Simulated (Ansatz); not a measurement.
**SiO2: the cell at several levels of theory**

The task here is to estimate one member of a computed series from the others.

Program: Ansatz 0.2.0. PAW datasets, plane waves, zero pressure. No spin polarisation and no zero-point or thermal motion.

**Starting point**

Space group I-42d (No. 122), tetragonal; a = 4.748 Å, c = 7.488 Å in the conventional setting, 14.07 Å³ an atom. Near Si stand 4 O at 1.62 Å; near O stand 2 Si at 1.62 Å.

Structure file:

```
CELL_PARAMETERS angstrom
-2.37405 2.37405 3.74400
2.37405 -2.37405 3.74400
2.37405 2.37405 -3.74400
ATOMIC_POSITIONS crystal
Si 0.00000 0.00000 0.00000
Si 0.75000 0.25000 0.50000
O 0.99838 0.62500 0.87338
O 0.37500 0.24838 0.37338
O 0.75162 0.12500 0.12662
O 0.87500 0.00162 0.62662
```

Set-up of the first run:

Input file input.yaml:

```yaml
crystal:
  lattice:
    - [-2.37405, 2.37405, 3.744]
    - [2.37405, -2.37405, 3.744]
    - [2.37405, 2.37405, -3.744]
  atoms:
    - { symbol: Si, position: [0.0, 0.0, 0.0] }
    - { symbol: Si, position: [0.75, 0.25, 0.5] }
    - { symbol: O, position: [0.99838, 0.625, 0.87338] }
    - { symbol: O, position: [0.375, 0.24838, 0.37338] }
    - { symbol: O, position: [0.75162, 0.125, 0.12662] }
    - { symbol: O, position: [0.875, 0.00162, 0.62662] }
kpoints:
  mp_grid: { grid: [8, 8, 8] }
hamiltonian:
  xc: pbe
scf:
  occupations: { method: fermi_dirac, width: 0.02 }
relax:
  f_tol: 0.005
  cell: {}
```

Started as:

```bash
$ ansatz run input.yaml --threads 2 --pin off --max-ram 29491MiB --backend cpu --events-out ev --progress --plain --runs-dir out
```

Steps of the session up to this table: PBE: cell and atoms; Relaxing with r2SCAN; Relaxation with PBEsol; Relaxing with LDA.

One table of the session follows, with a row left open; its other results are not shown here.

```
 level  a (Å)  c (Å)  volume (Å³/atom)
   PBE  5.027  7.379            15.537
r2SCAN  4.944  7.316            14.901
PBEsol  4.987  7.340            15.210
   LDA      ?      ?                 ?
```

Q: Estimate the row for LDA from the others.

The run gave: a (Å): 4.931; c (Å): 7.283; volume (Å³/atom): 14.754. In the column «a (Å)» it is the lowest.

**Reading.** The first relaxation changed the volume by +10.4 % from the start. The volume runs from LDA (least) to PBE (most), a spread of 5.3 %, or 1.7 % in length if all axes shared it alike. The meshes differ: PBE 8×8×8, r2SCAN 6×6×6, PBEsol 6×6×6, LDA 6×6×6.
